Harmonic phonon frequencies of zincblende SiC from ABINIT 10.8.3 with PBEsol, PseudoDojo NC SR v0.4.1 standard pseudopotentials, a 1006.82 eV cutoff and a 4×4×4 k mesh with four shifts, in the cell relaxed at zero pressure. Phonon q rows 1, 2 and 3 are (0, 0, 0), (0.5, 0, 0) and (0.5, 0.5, 0) in reciprocal lattice vectors; the acoustic sum rule is imposed at q = 0.

```
row  phonon q row (row)  phonon frequency (cm⁻¹)
  1                   1                      0.0
  2                   1                      0.0
  3                   1                      0.0
  4                   1                    788.6
  5                   1                    788.6
  6                   1                    788.6
  7                   2                    255.2
  8                   2                    255.2
  9                   2                    606.8
 10                   2                    763.3
 11                   2                    763.3
 12                   2                    825.8
 13                   3                    358.3
 14                   3                    358.3
 15                   3                    626.9
 16                   3                    758.5
 17                   3                    758.5
 18                   3                    815.1
```

In silicon carbide the electric field of a longitudinal vibration is worth about 170 cm⁻¹, roughly a fifth of the optical frequency. Going from the centre of the Brillouin zone to its boundary changes the transverse optical frequency by only 3 to 4 percent. Whoever reads the table without the field therefore gets the top branch wrong in direction: it seems to rise towards the boundary, whereas it ends well below its starting point.

The entries of the column "phonon q row" stand for three wave vectors. Row 1 is Γ, where all cells vibrate in step; row 2 is L, at the zone boundary along a Si–C bond; row 3 is X, at the boundary along a cube edge. Two atoms give six vibrations at each. At L and X the pairs of equal frequency are transverse, with atoms moving across the wave, and the single frequencies are longitudinal, with atoms moving along it. The three zeros at Γ are shifts of the whole crystal, and the calculation sets them to zero by a sum rule.

The puzzle is the highest frequency. It is 788.6 cm⁻¹ at Γ, 825.8 at L and 815.1 at X. A chain of two kinds of atoms joined by springs does the opposite, since its optical branch is highest at Γ. The upper transverse pair obeys the chain and falls slightly, so the trouble lies with the longitudinal mode alone.

What the triplet at Γ leaves out is the electric field set up by the charges that the atoms carry as they move. When silicon and carbon shift against each other, each cell acquires a dipole. In a transverse wave the dipoles lie parallel to the wave fronts and no net charge collects. In a longitudinal wave they point along the wave, so sheets of positive and negative charge build up, and their field pulls the atoms back. This extra restoring force survives for arbitrarily long waves, but it depends on the direction of the wave, and at exactly q = 0 there is no direction. The triplet at 788.6 cm⁻¹ is that field-free result, and it is the right starting point for the transverse branch only.

The size of the extra force follows in three steps. Let u be the displacement of silicon relative to carbon, Z the effective charge that moves with an atom, V the cell volume and ε the dielectric constant of the electrons. The dipole per volume is Zeu/V, the screened field is 4π/ε times that and opposes it, and the force is the field times Ze. The field thus acts as an added spring on the reduced mass μ of the two atoms:

ω²(LO) = ω²(TO) + 4πe²Z²/(εVμ)

Here LO and TO are the longitudinal and transverse optical modes for long waves. The same calculation gives Z = 2.71 and ε = 7.17, and the cell holds 2 × 10.34 = 20.68 Å³. With e² = 14.40 eV Å, the added spring is

4π × 14.40 × 2.71² / (7.17 × 20.68) ≈ 9.0 eV/Å²

The reduced mass is 28.09 × 12.01 / (28.09 + 12.01) ≈ 8.4 atomic mass units. Divided by this mass and converted to wavenumbers, the added spring brings about 290 thousand to the squared frequency. The triplet contributes 788.6², or 622 thousand. The root of the sum is 955 cm⁻¹.

This is an estimate from computed charges and screening, with no constant adjusted to the frequencies. It turns the apparent rise into a fall: the upper longitudinal branch starts near 955 cm⁻¹ and ends about 129 lower at L and 140 lower at X. Its weakest ingredient is ε, which functionals of this kind usually overestimate and which also converges slowly with the k mesh; that this mesh is not at its limit shows in the effective charges, which missed neutrality by 0.037 e before it was imposed. If the true ε were a tenth smaller, the LO limit would lie roughly 17 cm⁻¹ higher, which leaves the conclusion untouched.

Why an optical branch falls at all can be seen from a simple bookkeeping of stiffness. Suppose that forces act only between unlike neighbours. Each atom is then held by its bonds with the same stiffness whatever the wavelength, and the wave vector changes only how the motions of silicon and carbon are coupled. Coupling pushes two squared frequencies apart or lets them approach, but it leaves their sum alone. For each direction of motion, therefore,

ω²(acoustic) + ω²(optical) = constant

At Γ the acoustic part is zero and the optical mode owns the whole sum. Towards the boundary the acoustic mode rises and the optical mode has to pay for it.

The payment is small for the transverse modes because the sum is one of squares. The lower pair at L has 255.2 cm⁻¹, about a third of the optical frequency, but its square is only about a tenth. The lower pairs are soft because their motion largely turns the bonds, and a covalent bond resists turning much less than stretching. The pair at L is the softer of the two, since there the wave slides double layers past each other that are joined only by bonds standing upright between them. At X, too, the atoms can move so that bonds turn without stretching, but then half of all bonds turn instead of a quarter, which fits the higher value of 358.3 cm⁻¹.

Tested on the transverse pairs, the rule gets the direction right and the amount only roughly. From the lower pair it predicts an upper one at 746 cm⁻¹ at L, against 763.3 in the table. At X it predicts 702.5 against 758.5, and so makes the fall nearly three times too large. The sum is in fact not constant but grows by 4 percent at L and 13 percent at X. Forces between atoms of the same kind, which the rule leaves out, must make the difference, because forces between unlike atoms leave the sum alone at any range. Such forces can be passed on by the bonds or by the fields of the moving charges, and the transverse pairs alone do not separate the two.

The longitudinal modes show the same trade between L and X. The lower one is about 20 cm⁻¹ higher at X and the upper one about 11 lower, so that their sum of squares changes by less than 1 percent. With nearly equal sums, the top frequency is higher where the two modes lie further apart, and that is at L. A likely reason is the coupling between silicon and carbon: it pushes the two modes apart at L but vanishes for longitudinal motion at X, as the picture of planes below shows.

Compared with Γ, the longitudinal sum is about 70 percent too large if the triplet is taken as the start, and 15 to 16 percent too large if the LO limit is. It is tempting to read this as proof that the field also sets the boundary frequencies. Diamond warns against that: its atoms carry no such charges, yet its longitudinal sum also grows towards the boundary, through forces that reach beyond the nearest neighbours. The table allows a sharper test. The fields of point charges in a uniform dielectric move stiffness between the three directions of motion but leave the sum of all six squares unchanged. With the LO limit counted at Γ, that sum grows by 9 percent at L and 14 percent at X, so this growth has to come from shorter-ranged forces between like atoms, as in diamond. The field itself is expected to fade in part towards the boundary, lowering the longitudinal sum from its LO value and raising the transverse sums. The field argument is firm for long waves; how large its share is at L and X was not computed here.

The wide gap between the two longitudinal modes at X has a simpler origin, the unequal masses. Along a cube edge the crystal is a stack of evenly spaced planes, alternately silicon and carbon. At X neighbouring planes of one element move against each other, so an atom of the other element midway between them is pulled equally both ways and stays at rest. One longitudinal mode is thus pure silicon motion and the other pure carbon motion. In diamond, which has the same arrangement of atoms but only one element, the two coincide.

With equal stiffness the lighter carbon would vibrate faster by the root of the mass ratio, 1.53. The table gives 815.1/626.9 = 1.30, so silicon must be held about 1.4 times more stiffly than carbon. The reverse assignment, with silicon in the upper mode, would demand a factor of 4, which is hard to believe for two atoms that share the same bonds. Silicon below and carbon above is therefore the likely reading, although it rests on this argument and not on computed displacement patterns.

For practice, the threefold optical frequency computed at exactly q = 0 for a polar crystal of the zincblende type should be read as the TO value only. To draw the bands, or to assign the upper line of a Raman spectrum, add the field term from Z and ε before joining Γ to its neighbours. Interpolation between a few wave vectors needs the same term, because a smooth curve through the bare triplet would bend the top branch the wrong way. When comparing with measured lines, allow for the error in ε and for the harmonic, static lattice, which leaves out the shifts caused by thermal and zero-point motion.

The output below lists the LO estimate, the test of the constant sum on the modes at L and X, and the mass comparison.

Numerical output:

```
estimated LO limit at Gamma, 1/cm: 954.9
estimated LO minus TO at Gamma, 1/cm: 166.3
change of LO if Born charge grows by half the neutrality violation, 1/cm: 2.051
top mode at L minus printed Gamma triplet, 1/cm: 37.2
top mode at X minus printed Gamma triplet, 1/cm: 26.5
top mode at L minus estimated LO at Gamma, 1/cm: -129.1
top mode at X minus estimated LO at Gamma, 1/cm: -139.8
TO at L minus TO at Gamma, 1/cm: -25.3
TO at X minus TO at Gamma, 1/cm: -30.1
TO at L predicted by constant sum of squares, 1/cm: 746.2
TO at X predicted by constant sum of squares, 1/cm: 702.5
transverse sum of squares at L above Gamma, percent: 4.159
transverse sum of squares at X above Gamma, percent: 13.16
longitudinal sum at L above Gamma without field, percent: 68.86
longitudinal sum at X above Gamma without field, percent: 70.03
longitudinal sum at L above Gamma with field, percent: 15.16
longitudinal sum at X above Gamma with field, percent: 15.95
root of the mass ratio Si to C: 1.529
frequency ratio of the two longitudinal modes at X: 1.3
stiffness ratio Si to C at X if Si moves in the lower mode: 1.384
stiffness ratio Si to C at X if Si moves in the upper mode: 3.954
```
